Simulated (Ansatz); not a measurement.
# CuO in Ansatz: the effect of functional

CuO:

```xyz
6
Lattice="4.1609 0.0000 0.0000 0.0000 4.1609 0.0000 0.0000 0.0000 3.8876" Properties=species:S:1:pos:R:3 pbc="T T T"
Cu    2.0805    0.0000    1.9438
Cu    0.0000    2.0805    1.9438
Cu    0.0000    0.0000    0.0000
O     0.0000    0.0000    1.9438
O     2.0805    0.0000    0.0000
O     0.0000    2.0805    0.0000
```

Measurements of this composition are mostly on another form, of space group No. 15.

Alike in all runs:

* Program: Ansatz 0.2.0
* Task: projected density of states
* Potentials or basis: Ansatz PAW
* k mesh: 7 × 7 × 7
* Occupations: fermi-dirac, width 0.05 eV
* Spin: no spin polarisation

| functional | cutoff | pressure (GPa) |
| --- | --- | --- |
| LDA | 420 eV (not typed: the program's choice for these potentials) | -11.5 |
| PBE | 420 eV (not typed: the program's choice for these potentials) | 1.8 |
| PBEsol | 420 eV (not typed: the program's choice for these potentials) | -5.5 |
| RPBE | 420 eV (not typed: the program's choice for these potentials) | 6.7 |
| revPBE | 420 eV (not typed: the program's choice for these potentials) | 5.3 |
| BLYP | 420 eV (not typed: the program's choice for these potentials) | 7.5 |
| r2SCAN | 500 eV (not typed: the program's choice for these potentials) | ? |

**Question.** What does the run with functional r2SCAN give?

**Answer.** Pressure -4.8 GPa.

Caveats: an odd number of electrons without spin polarisation forces a metal; a magnetic or distorted state may lie lower; the run has no spin polarisation, though such a crystal can be magnetic; semilocal functionals often make such compounds metallic where correlation or magnetic order opens a gap, which also shifts bond lengths; the PAW data sets come from PBE, with cores solved anew for the run's functional, which leaves a small shift of forces and pressure (some runs).
